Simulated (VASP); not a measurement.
# Sb (R-3m) in VASP: a series of runs

Runs on Sb. Level: PBE+D3(BJ). Tasks: relaxation of the atoms, vibrations by finite differences.

Everything below comes from runs of VASP 6.6.1. Logs are shortened: lines on timing, memory, paths and dates and some standing lists are left out, and cuts for length are marked.

**1. The crystal as given**

It takes space group R-3m (No. 166, trigonal). Conventional cell: a = 4.308 Å, b = 4.308 Å, c = 11.274 Å, α = 90.00°, β = 90.00°, γ = 120.00°. Around Sb (site symmetry 3m) lie 3 Sb at 2.91 Å.

**2. Relaxation of the atoms, PBE+D3(BJ)**

INCAR

```
SYSTEM = Sb
  ALGO = Fast
  EDIFF = 1E-7
  EDIFFG = -0.002
  ENCUT = 520
  GGA = PE
  IBRION = 2
  ISIF = 2
  ISMEAR = 0
  IVDW = 12
  LASPH = .True.
  LCHARG = .False.
  LREAL = .False.
  LWAVE = .False.
  NELM = 60
  NSW = 80
  PREC = Accurate
  SIGMA = 0.02
```

KPOINTS

```
k-points
0
Gamma
  9 9 9
  0 0 0
```

POSCAR

```
Sb
1.0
    2.1542000000      1.2437279500      3.7580000000
   -2.1542000000      1.2437279500      3.7580000000
    0.0000000000     -2.4874559000      3.7580000000
Sb
2
Direct
    0.2334900000      0.2334900000      0.2334900000
    0.7665100000      0.7665100000      0.7665100000
```

Potentials or basis: VASP PAW PBE potentials, release 64 (Sb).

Command:

```console
> cat potpaw_PBE.64/Sb/POTCAR > POTCAR
> mpirun -np 1 vasp_std > vasp.out
```

OUTCAR:

```text
SYSTEM = Sb
   EDIFF = 1E-7
   EDIFFG = -0.002
   ENCUT = 520
   GGA = PE
   IBRION = 2
   ISIF = 2
   ISMEAR = 0
   IVDW = 12
   LASPH = .True.
   LREAL = .False.
   NELM = 60
   NSW = 80
   PREC = Accurate
 IVDW          = 12

 ion  position               nearest neighbor table
   1  0.233  0.233  0.233-   2 2.91   2 2.91   2 2.91   2 3.35   2 3.35   2 3.35
   2  0.767  0.767  0.767-   1 2.91   1 2.91   1 2.91   1 3.35   1 3.35   1 3.35

  LATTYP: Found a trigonal (rhomboedric) cell.
 ALAT       =     4.5066618304
 COS(alpha) =     0.5430253623

  Lattice vectors:

 A1 = (   2.1542000000,   1.2437279500,   3.7580000000)
 A2 = (  -2.1542000000,   1.2437279500,   3.7580000000)
 A3 = (   0.0000000000,  -2.4874559000,   3.7580000000)

Analysis of symmetry for initial positions (statically):
=====================================================================
 Subroutine PRICEL returns:
 Original cell was already a primitive cell.

 Routine SETGRP: Setting up the symmetry group for a
 trigonal (rhombohedral) supercell.

 Subroutine GETGRP returns: Found 12 space group operations
 (whereof 12 operations were pure point group operations)
 out of a pool of 12 trial point group operations.

The static configuration has the point symmetry D_3d.

Analysis of symmetry for dynamics (positions and initial velocities):
=====================================================================
 Subroutine PRICEL returns:
 Original cell was already a primitive cell.

 Routine SETGRP: Setting up the symmetry group for a
 trigonal (rhombohedral) supercell.

 Subroutine GETGRP returns: Found 12 space group operations
 (whereof 12 operations were pure point group operations)
 out of a pool of 12 trial point group operations.

The dynamic configuration has the point symmetry D_3d.

 Subroutine INISYM returns: Found 12 space group operations
 (whereof 12 operations are pure point group operations),
 and found     1 'primitive' translations

----------------------------------------------------------------------------------------

                                     Primitive cell

  volume of cell :      60.4115

  direct lattice vectors                    reciprocal lattice vectors
     2.154200000  1.243727950  3.758000000     0.232104726  0.134005726  0.088699663
    -2.154200000  1.243727950  3.758000000    -0.232104726  0.134005726  0.088699663
     0.000000000 -2.487455900  3.758000000     0.000000000 -0.268011452  0.088699663

  length of vectors
     4.506661830  4.506661830  4.506661830     0.282307932  0.282307932  0.282307932

  position of ions in fractional coordinates (direct lattice)
     0.233490000  0.233490000  0.233490000
     0.766510000  0.766510000  0.766510000

  ion indices of the primitive-cell ions
   primitive index   ion index
                 1           1
                 2           2

----------------------------------------------------------------------------------------

 KPOINTS: k-points

Automatic generation of k-mesh.
 Grid dimensions read from file:
 generate k-points for:    9    9    9

 Generating k-lattice:

  Cartesian coordinates                     Fractional coordinates (reciprocal lattice)
     0.025789414  0.014889525  0.009855518     0.111111111 -0.000000000  0.000000000
    -0.025789414  0.014889525  0.009855518    -0.000000000  0.111111111  0.000000000
     0.000000000 -0.029779050  0.009855518     0.000000000  0.000000000  0.111111111

  Length of vectors
     0.031367548  0.031367548  0.031367548

  Shift w.r.t. Gamma in fractional coordinates (k-lattice)
     0.000000000  0.000000000  0.000000000

 Subroutine IBZKPT returns following result:
 ===========================================

 Found     85 irreducible k-points:

 Following reciprocal coordinates:
            Coordinates               Weight
  0.000000  0.000000  0.000000      1.000000
  0.111111  0.000000  0.000000      6.000000
  0.222222  0.000000  0.000000      6.000000
  0.333333  0.000000  0.000000      6.000000
  0.444444  0.000000  0.000000      6.000000
  0.111111  0.111111 -0.000000      6.000000
[... 16 lines left out ...]
 -0.333333  0.333333  0.000000      6.000000
  0.444444  0.444444  0.000000      6.000000
 [... further k-points ...]
   k-points           NKPTS =     85   k-points in BZ     NKDIM =     85   number of bands    NBANDS=      9
   number of dos      NEDOS =    301   number of ions     NIONS =      2
   total plane-waves  NPLWV =  46656
   dimension x,y,z NGX =    36 NGY =   36 NGZ =   36
   dimension x,y,z NGXF=    72 NGYF=   72 NGZF=   72
   ions per type =               2
   NGX,Y,Z   is equivalent  to a cutoff of  13.28, 13.28, 13.28 a.u.
   NGXF,Y,Z  is equivalent  to a cutoff of  26.56, 26.56, 26.56 a.u.
 SYSTEM =  Sb
   PREC   = accura    normal or accurate (medium, high low for compatibility)
   ISTART =      0    job   : 0-new  1-cont  2-samecut
   ICHARG =      2    charge: 1-file 2-atom 10-const
   ISPIN  =      1    spin polarized calculation?
   LNONCOLLINEAR =      F non collinear calculations
   LSORBIT =      F    spin-orbit coupling
   LASPH  =      T    aspherical Exc in radial PAW
   ENCUT  =  520.0 eV  38.22 Ry    6.18 a.u.   8.38  8.38  8.38*2*pi/ulx,y,z
   NELM   =     60;   NELMIN=  2; NELMDL= -5     # of ELM steps
   EDIFF  = 0.1E-06   stopping-criterion for ELM
   LREAL  =      F    real-space projection
   EDIFFG = -.2E-02   stopping-criterion for IOM
   NSW    =     80    number of steps for IOM
   IBRION =      2    ionic relax: 0-MD 1-quasi-New 2-CG
   NFREE  =      1    steps in history (QN), initial steepest desc. (CG)
   ISIF   =      2    stress and relaxation
   ISYM   =      2    0-nonsym 1-usesym 2-fastsym
   POTIM  = 0.5000    time-step for ionic-motion
   TEBEG  =    0.0;   TEEND  =   0.0 temperature during run
   PSTRESS=    0.0 pullay stress
   NELECT =      10.0000    total number of electrons
   NUPDOWN=      -1.0000    fix difference up-down
   EMIN   =  10.00;   EMAX   =-10.00  energy-range for DOS
   EFERMI =   0.00;   METHOD = LEGACY
   ISMEAR =     0;   SIGMA  =   0.02  broadening in eV -4-tet -1-fermi 0-gaus
   EFERMI_NEDOS =   21; number of points for ismear=-14 and -15
   IALGO  =     68    algorithm
   IMIX   =      4    mixing-type and parameters
     AMIX     =   0.40;   BMIX     =  1.00
     AMIX_MAG =   1.60;   BMIX_MAG =  1.00
  volume/ion in A,a.u.               =      30.21       203.84
  Fermi-wavevector in a.u.,A,eV,Ry     =   0.898880  1.698637 10.993305  0.807985
  Thomas-Fermi vector in A             =   2.021644
   LORBIT       =      0    0 simple, 1 ext, 2 COOP (PROOUT), +10 PAW based schemes
   GGA     = PE    functional components
   LHFCALC =     F    Hartree Fock is set to
   AEXX    =    0.0000 exact exchange contribution
   IVDW    =    12    specifies the selected vdW correction
   LEPSILON=     F    determine dielectric tensor
   LRPA    =     F    only Hartree local field effects (RPA)
 conjugate gradient relaxation of ions
 non-spin polarized calculation
 RMM-DIIS sequential band-by-band and
 Gauss-broadening in eV      SIGMA  =   0.02
  energy-cutoff  :      520.00
  volume of cell :       60.41
 maximum number of plane-waves:      1643
 NGX is ok and might be reduce to    36
   NGX = 17   NGY = 17   NGZ = 17

--------------------------------------- Ionic step        1  -------------------------------------------

 number of electron      10.0000000 magnetization

 Free energy of the ion-electron system (eV)
  ---------------------------------------------------
  ext. energy  EPLUGINS =         0.00000000
  ---------------------------------------------------
  free energy    TOTEN  =        -8.25546864 eV

  energy without entropy =       -8.25546458  energy(sigma->0) =       -8.25546661

------------------------ aborting loop because EDIFF is reached ----------------------------------------

 Edisp (eV)   -0.94507

 E8    (eV) :    -0.4410

  FORCE on cell =-STRESS in cart. coord.  units (eV):
  Direction    XX          YY          ZZ          XY          YZ          ZX
  --------------------------------------------------------------------------------------
  -------------------------------------------------------------------------------------
  Total       0.17041     0.17041    -0.06023     0.00000     0.00000     0.00000
  in kB       4.51935     4.51935    -1.59729     0.00000     0.00000     0.00000
  external pressure =        2.48 kB  Pullay stress =        0.00 kB

 VOLUME and BASIS-vectors are now :
 -----------------------------------------------------------------------------
  energy-cutoff  :      520.00
  volume of cell :       60.41
      direct lattice vectors                 reciprocal lattice vectors
     2.154200000  1.243727950  3.758000000     0.232104726  0.134005726  0.088699663
    -2.154200000  1.243727950  3.758000000    -0.232104726  0.134005726  0.088699663
     0.000000000 -2.487455900  3.758000000     0.000000000 -0.268011452  0.088699663
[... 81 lines left out ...]
 POSITION                                       TOTAL-FORCE (eV/Angst)
 -----------------------------------------------------------------------------------
      0.00000      0.00000      2.65358         0.000000      0.000000     -0.005640
      0.00000      0.00000      8.62042         0.000000     -0.000000      0.005640
 -----------------------------------------------------------------------------------
    total drift:                               -0.000000     -0.000000     -0.000000

  FREE ENERGIE OF THE ION-ELECTRON SYSTEM (eV)
  ---------------------------------------------------
  free  energy   TOTEN  =        -9.2048046874 eV

  energy  without entropy=       -9.2046893191  energy(sigma->0) =       -9.20474700

--------------------------------------- Ionic step        4  -------------------------------------------

 number of electron      10.0000000 magnetization

 Free energy of the ion-electron system (eV)
  ---------------------------------------------------
  ext. energy  EPLUGINS =         0.00000000
  ---------------------------------------------------
  free energy    TOTEN  =        -8.25977986 eV

  energy without entropy =       -8.25967134  energy(sigma->0) =       -8.25972560

 E-fermi :   7.2609     XC(G=0):  -9.5365

 val. band max:        7.2462443584   @ k =   0.3333   0.2222   0.2222
 cond. band min:       7.2755663281   @ k =   0.4444   0.0000   0.0000
 fundamental gap:      0.0293219698
 Fermi energy:         7.2609053439

 k-point     1 :       0.0000    0.0000    0.0000
  band No.  band energies     occupation
      1      -5.4068      2.00000
      2       2.4637      2.00000
      3       5.1562      2.00000
      4       5.5234      2.00000
      5       5.5234      2.00000
      6       9.5040      0.00000
      7      10.0137      0.00000
      8      10.0137      0.00000
      9      12.3222      0.00000

 k-point     2 :       0.1111    0.0000    0.0000
  band No.  band energies     occupation
      1      -5.2705      2.00000
      2       1.8780      2.00000
      3       5.2128      2.00000
      4       5.4979      2.00000
      5       5.7347      2.00000
      6       9.3842      0.00000
      7       9.6316      0.00000
      8       9.6532      0.00000
      9      11.8731      0.00000
[... 253 lines left out ...]
 k-point    24 :       0.4444    0.4444    0.0000
  band No.  band energies     occupation
      1      -3.1852      2.00000
      2      -0.5618      2.00000
      3       1.9694      2.00000
      4       3.5396      2.00000
      5       3.6948      2.00000
      6       8.9248      0.00000
      7      12.1031      0.00000
      8      12.6133      0.00000
      9      13.7216      0.00000

 [... further k-points ...]

------------------------ aborting loop because EDIFF is reached ----------------------------------------

 Edisp (eV)   -0.94503

 E8    (eV) :    -0.4409

  FORCE on cell =-STRESS in cart. coord.  units (eV):
  Direction    XX          YY          ZZ          XY          YZ          ZX
  --------------------------------------------------------------------------------------
  -------------------------------------------------------------------------------------
  Total      -0.01623    -0.01623    -0.32567     0.00000     0.00000    -0.00000
  in kB      -0.43050    -0.43050    -8.63705     0.00000     0.00000    -0.00000
  external pressure =       -3.17 kB  Pullay stress =        0.00 kB

 VOLUME and BASIS-vectors are now :
 -----------------------------------------------------------------------------
  energy-cutoff  :      520.00
  volume of cell :       60.41
      direct lattice vectors                 reciprocal lattice vectors
     2.154200000  1.243727950  3.758000000     0.232104726  0.134005726  0.088699663
    -2.154200000  1.243727950  3.758000000    -0.232104726  0.134005726  0.088699663
     0.000000000 -2.487455900  3.758000000     0.000000000 -0.268011452  0.088699663

 POSITION                                       TOTAL-FORCE (eV/Angst)
 -----------------------------------------------------------------------------------
      0.00000      0.00000      2.65301         0.000000     -0.000000     -0.000276
      0.00000      0.00000      8.62099         0.000000      0.000000      0.000276
 -----------------------------------------------------------------------------------
    total drift:                               -0.000000     -0.000000      0.000000

  FREE ENERGIE OF THE ION-ELECTRON SYSTEM (eV)
  ---------------------------------------------------
  free  energy   TOTEN  =        -9.2048087693 eV

  energy  without entropy=       -9.2047002428  energy(sigma->0) =       -9.20475451

 reached required accuracy - stopping structural energy minimisation
```

It took 75 s on 1 thread of Intel Xeon Platinum 8488C (Sapphire Rapids), shared host; peak memory 0.24 GiB.

Results:

```
Free energy                : -9.2048 eV
Energy gained by relaxing  : 2.1 meV/atom
Ionic steps                : 4
Pressure after relaxing    : -0.3 GPa
Band gap on the k mesh     : 0.03 eV, indirect (least direct gap 0.47 eV)
Dispersion energy per atom : -0.473 eV
```

Stress tensor (GPa, compression positive):
```
-0.04  0.00  0.00
 0.00 -0.04  0.00
 0.00  0.00 -0.86
```

Step by step:
```tsv
step	energy change (eV)	largest force (eV/Å)	pressure (GPa)
1	0.0000	0.2144	0.25
2	-0.0032	0.1023	-0.03
3	-0.0043	0.0056	-0.33
4	-0.0043	0.0003	-0.32
```

Final structure:
```
CELL_PARAMETERS angstrom
2.15420 1.24373 3.75800
-2.15420 1.24373 3.75800
0.00000 -2.48746 3.75800
ATOMIC_POSITIONS crystal
Sb 0.23532 0.23532 0.23532
Sb 0.76468 0.76468 0.76468
```

Caveat: spin-orbit coupling is left out, which moves the levels of the heavy elements; an odd mesh through Γ misses points on the zone boundary, where band edges often lie.

**3. Vibrations by finite differences, PBE+D3(BJ)**

INCAR

```
SYSTEM = Sb
  ALGO = Fast
  EDIFF = 1E-8
  ENCUT = 520
  GGA = PE
  IBRION = 6
  ISIF = 2
  ISMEAR = 0
  IVDW = 12
  LASPH = .True.
  LCHARG = .False.
  LREAL = .False.
  LWAVE = .False.
  NBANDS = 12
  NELM = 60
  NFREE = 2
  NSW = 1
  POTIM = 0.015
  PREC = Accurate
  SIGMA = 0.02
```

KPOINTS is that of step 2.

POSCAR

```
Sb                                      
1.0
    2.1542000000      1.2437279500      3.7580000000
   -2.1542000000      1.2437279500      3.7580000000
    0.0000000000     -2.4874559000      3.7580000000
  Sb            
     2
Direct
     0.2353213221682953    0.2353213221682953    0.2353213221682953
     0.7646786778317047    0.7646786778317047    0.7646786778317047
```

Potentials or basis: VASP PAW PBE potentials, release 64 (Sb).

Command:

```console
> cat potpaw_PBE.64/Sb/POTCAR > POTCAR
> mpirun -np 1 vasp_std > vasp.out
```

OUTCAR:

```text
SYSTEM = Sb
   EDIFF = 1E-8
   ENCUT = 520
   GGA = PE
   IBRION = 6
   ISIF = 2
   ISMEAR = 0
   IVDW = 12
   LASPH = .True.
   LREAL = .False.
   NELM = 60
   NFREE = 2
   NSW = 1
   POTIM = 0.015
   PREC = Accurate
 IVDW          = 12

 ion  position               nearest neighbor table
   1  0.235  0.235  0.235-   2 2.93   2 2.93   2 2.93   2 3.33   2 3.33   2 3.33
[... 779 lines left out ...]
  x     0.00000     0.00000     0.00000    -2.42718     0.00000     4.17368
  y    -2.42718     2.42718     0.00000    -0.00000     4.17368    -0.00000
  z     4.92265     4.92265     6.26346     0.00000    -0.00000     0.00000

 Eigenvectors and eigenvalues of the dynamical matrix
 ----------------------------------------------------

   1 f  =    4.294729 THz    26.984578 2PiTHz  143.256741 cm-1    17.761564 meV
             X         Y         Z           dx          dy          dz
      0.000000  0.000000  2.653013    -0.000000    0.000000    0.707107
      0.000000  0.000000  8.620987     0.000000    0.000000   -0.707107
[... 11 lines left out ...]
   4 f  =    0.000000 THz     0.000000 2PiTHz    0.000002 cm-1     0.000000 meV
             X         Y         Z           dx          dy          dz
      0.000000  0.000000  2.653013    -0.001883   -0.011386   -0.707013
      0.000000  0.000000  8.620987    -0.001883   -0.011386   -0.707013

   5 f/i=    0.000000 THz     0.000000 2PiTHz    0.000001 cm-1     0.000000 meV
             X         Y         Z           dx          dy          dz
      0.000000  0.000000  2.653013     0.397814   -0.584529    0.008354
      0.000000  0.000000  8.620987     0.397814   -0.584529    0.008354

   6 f/i=    0.000000 THz     0.000000 2PiTHz    0.000001 cm-1     0.000000 meV
             X         Y         Z           dx          dy          dz
      0.000000  0.000000  2.653013     0.584585    0.397739   -0.007963
      0.000000  0.000000  8.620987     0.584585    0.397739   -0.007963

 ELASTIC MODULI CONTR FROM IONIC RELAXATION (kBar)
 Direction    XX          YY          ZZ          XY          YZ          ZX
 --------------------------------------------------------------------------------
 XX        -216.7139    -63.0623   -177.9899     -0.0000    132.1064      0.0000
 YY         -63.0623   -216.7139   -177.9899      0.0000   -132.1064     -0.0000
 ZZ        -177.9899   -177.9899   -226.4697      0.0000     -0.0000     -0.0000
 XY          -0.0000      0.0000      0.0000    -76.8258      0.0000    132.1063
 YZ         132.1064   -132.1064     -0.0000      0.0000   -227.1644     -0.0000
 ZX           0.0000     -0.0000     -0.0000    132.1063     -0.0000   -227.1642
 --------------------------------------------------------------------------------
```

Wall time 4.5 min (1 thread of Intel Xeon Platinum 8488C (Sapphire Rapids), shared host); peak memory 0.5 GiB.

Results:

```
Highest phonon frequency at Γ : 143 cm⁻¹
Dispersion energy per atom    : -0.473 eV
```

Phonon frequencies in cm⁻¹ (negative: imaginary):
```
              q point      frequencies
(0.000, 0.000, 0.000)  0 0 0 95 95 143
```
